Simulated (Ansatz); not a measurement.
A crystal relaxed with r2SCAN+rVV10 in the plane-wave code Ansatz has space group I4/mmm (No. 139) and a = 4.219 Å, c = 5.993 Å.

| atom | site | x | y | z |
| --- | --- | --- | --- | --- |
| Xx | 2a | 0.5000 | 0.5000 | 0.5000 |
| Se | 2b | 0.0000 | 0.0000 | 0.5000 |

r2SCAN gives an indirect gap of 0.12 eV, from X–R (0.80 of the way from X) to k = (0.060, 0.478, 0.497); the least direct gap is 0.14 eV at k = (0.060, 0.478, 0.497). The HSE06 gap is indirect, 0.16 eV (X–R (0.80 of the way from X) to k = (0.060, 0.478, 0.497)), below the direct gap of 0.18 eV at k = (0.060, 0.478, 0.497). The PBE0 gap is direct at k = (0.060, 0.478, 0.497): 0.06 eV. (So small a gap could close between the points sampled.) Meshes: r2SCAN 6×6×4, HSE06 4×4×4, PBE0 4×4×4.

Q: Which element is Xx?
A. Ti
B. Sn
C. Si
D. Zr

A: B. Xx is Sn: SnSe (I4/mmm) from a database structure. Sn is surrounded by 6 Se at 2.98–3.00 Å; Se is surrounded by 6 Sn at 2.98–3.00 Å.

The values are computed, spin-unpolarised, and not measurements.

Spin-orbit coupling is left out, which matters wherever the heavy atoms make up the band edges.

Where an edge lies off the special points, it is a point of the mesh or the k point where a search put PBE's edge or least direct gap, reused for the other functionals, whose own edges may lie a little apart.

Coordinates of k points refer to the reciprocal vectors of the primitive cell of the runs.

The meshes of the hybrids are coarse, so their gaps aren't converged to the digits shown.
